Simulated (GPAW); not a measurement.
Write an ASE script for GPAW 26.7.0 that does the following.

| Property | Result |
| --- | --- |
| Task | relaxation of the atoms |
| Functional | LDA |
| Potentials or basis | PAW data sets generated in the run's folder for this functional |
| Cutoff | 600 eV |
| Basis | pw |
| k mesh | 10 × 10 × 6 |
| Occupations | fermi-dirac, width 0.05 eV |
| Spin | no spin polarisation |
| Maxiter | 150 |
| Optimizer | BFGSLineSearch |
| Fmax | 0.02 eV/Å |
| Max steps | 60 |

The structure of Cu lies in Cu.xyz:

```xyz
2
Lattice="-1.5174913400 1.3756329300 1.4026501800 1.4751075000 -1.4270945600 1.4121680500 2.9027529500 2.7128816000 -0.0983950600" Properties=species:S:1:pos:R:3 pbc="T T T"
Cu    -0.0358635426     -0.0532133210      2.8098156847
Cu     1.4236642576      1.3324616760      1.3632141303
```

This isn't the form of Cu at room conditions, which is fcc.

The cell isn't the ideal one: cell sheared at random, sigma 0.03, atoms nudged by 0.01 Å.

One way to write it, as run:

run.py

```python
from ase.io import read, write
from ase.optimize import BFGSLineSearch
from gpaw import GPAW, PW, setup_paths

setup_paths.insert(0, '.')

atoms = read('Cu.xyz')

calc = GPAW(mode=PW(600),
            xc='LDA',
            kpts={'size': (10, 10, 6), 'gamma': True},
            occupations={'name': 'fermi-dirac', 'width': 0.05},
            nbands=23,
            convergence={'density': 1e-05, 'energy': 1e-05},
            maxiter=150,
            txt='gpaw.txt')
atoms.calc = calc
opt = BFGSLineSearch(atoms, trajectory='relax.traj', logfile='-')
done = opt.run(fmax=0.02, steps=60)
calc.write('gs.gpw')
write('result.traj', atoms)
print('Converged:', done)
print('Cell:', atoms.cell.cellpar().round(4))
print('Volume:', round(atoms.get_volume(), 4))
print(atoms.get_scaled_positions().round(5))
```

Potentials or basis: PAW data sets generated in the run's folder for this functional, pw.

Launch:

```sh
$ gpaw-setup -f LDA Cu
$ OMP_NUM_THREADS=1 python run.py
```

It gave:

```yaml
Energy_gained_by_relaxing: 0.1 meV/atom
Ionic_steps: 3
Band_gap_on_the_k_mesh: none (metal or under the smearing width)
```

Caveat: later steps reuse the first step's grids.

It took 3.7 min on 1 thread of Arm Neoverse V1, on a shared host, peak memory 0.25 GiB.
